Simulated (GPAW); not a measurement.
Here is a GPAW 26.7.0 calculation.

The input run.py:

```python
from ase import Atoms
from ase.dft.bandgap import bandgap
from ase.io import write
from gpaw import GPAW, PW
from gpaw.response.df import DielectricFunction

atoms = Atoms(['Pt'],
              cell=[[0.0, 1.9343981026, 1.9343981026],
                    [1.9343981026, 0.0, 1.9343981026],
                    [1.9343981026, 1.9343981026, 0.0]],
              scaled_positions=[[0.0, 0.0, 0.0]],
              pbc=True)

calc = GPAW(mode=PW(400),
            xc='PBE',
            kpts={'size': (9, 9, 9), 'gamma': True},
            occupations={'name': 'fermi-dirac', 'width': 0.05},
            nbands=17,
            convergence={'density': 1e-06},
            maxiter=150,
            txt='gpaw.txt')
atoms.calc = calc
energy = atoms.get_potential_energy()
calc.write('gs.gpw')
write('result.traj', atoms)
print(f'Energy: {energy:.6f} eV')
print('Fermi level:', round(calc.get_fermi_level(), 4), 'eV')
print(f'Gap: {bandgap(calc)[0]:.4f} eV, direct: {bandgap(calc, direct=True)[0]:.4f} eV')

dense = calc.fixed_density(kpts={'size': (29, 29, 29), 'gamma': True},
                           nbands=24, convergence={'bands': 18, 'eigenstates': 1e-7},
                           update_fermi_level=True, txt='dense.txt')
dense.write('dense.gpw', mode='all')

df = DielectricFunction('dense.gpw', frequencies={'type': 'nonlinear', 'domega0': 0.05, 'omega2': 10},
                        eta=0.1, ecut=50, nbands=18, rate='eta', txt='df.txt')
for direction in ['x']:
    df.get_dielectric_function(xc='RPA', direction=direction, filename=f'df_{direction}.csv')
```

Potentials or basis: GPAW PAW data sets (gpaw-data 1.2.1), pw.

Run with:

```bash
$ OMP_NUM_THREADS=1 python run.py
```

Q: Predict the band gap on the k mesh.

A: None (metal or under the smearing width).

Dielectric function (mean over the directions given):
| energy (eV) | real part | imaginary part |
| --- | --- | --- |
| 0.67 | -120.46 | 103.06 |
| 1.54 | -30.67 | 31.14 |
| 2.54 | -12.94 | 12.74 |
| 3.56 | -5.97 | 9.30 |
| 4.44 | -4.49 | 5.71 |
| 5.38 | -2.52 | 4.19 |
| 6.39 | -0.32 | 2.88 |
| 7.38 | 0.90 | 3.90 |
| 8.25 | 0.60 | 3.73 |
| 9.27 | 0.29 | 4.46 |
| 10.26 | -1.06 | 3.77 |
| 11.31 | -0.80 | 2.87 |
| 12.19 | -0.66 | 2.35 |
| 13.24 | -0.18 | 1.96 |
| 14.22 | -0.01 | 1.93 |
| 15.26 | -0.09 | 1.81 |
| 16.21 | -0.07 | 1.50 |
| 17.36 | 0.31 | 1.32 |
| 18.58 | 1.02 | 1.55 |
| 19.87 | 0.40 | 2.26 |

Caveat: the intraband term hangs on this k mesh; the long-wavelength limit can be off by several per cent where d states take part; independent-particle spectra lack excitons. Spin-orbit coupling is left out, which matters for the levels of Pt.
